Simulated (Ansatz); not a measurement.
Au:

```
CELL_PARAMETERS angstrom
2.90000 0.00000 0.00000
-1.45000 2.51147 0.00000
0.00000 0.00000 4.88000
ATOMIC_POSITIONS crystal
Au 0.66667 0.33333 0.25000
Au 0.33333 0.66667 0.75000
```

This isn't the form of Au at room conditions, which is fcc.

| Item | Value |
| --- | --- |
| Program | Ansatz 0.2.0 |
| Task | single point |
| Functional | PBEsol |
| Potentials or basis | all-electron LAPW, scalar-relativistic |
| Cutoff | 245 eV (chosen from the basis error) |
| Basis error allowed | 0.001 eV/atom |
| k mesh | 11 × 11 × 6 |
| Occupations | fermi-dirac, width 0.05 eV |
| Spin | no spin polarisation |

On this cell: pressure -6.5 GPa; largest force under 0.003 eV/Å; band gap on the k mesh none (metal or under the smearing width).

The same run follows on a disturbed copy (atoms moved at random, drawn with an rms of 0.05 Å):

```
CELL_PARAMETERS angstrom
2.90000 0.00000 0.00000
-1.45000 2.51147 0.00000
0.00000 0.00000 4.88000
ATOMIC_POSITIONS crystal
Au 0.68819 0.35203 0.25122
Au 0.32218 0.66326 0.75447
```

Q: What does the disturbed cell give?

A: The energy (extrapolated to zero smearing) moves by +0.6 meV/atom; pressure -6.4 GPa; largest force 0.087 eV/Å; band gap on the k mesh none (metal or under the smearing width).

Forces on the atoms (eV/Å):
```
Au  -0.021 -0.012  0.084
Au   0.021  0.012 -0.084
```

Stress tensor (GPa, compression positive):
```
-6.20  0.17 -0.07
 0.17 -6.42 -0.05
-0.07 -0.05 -6.63
```
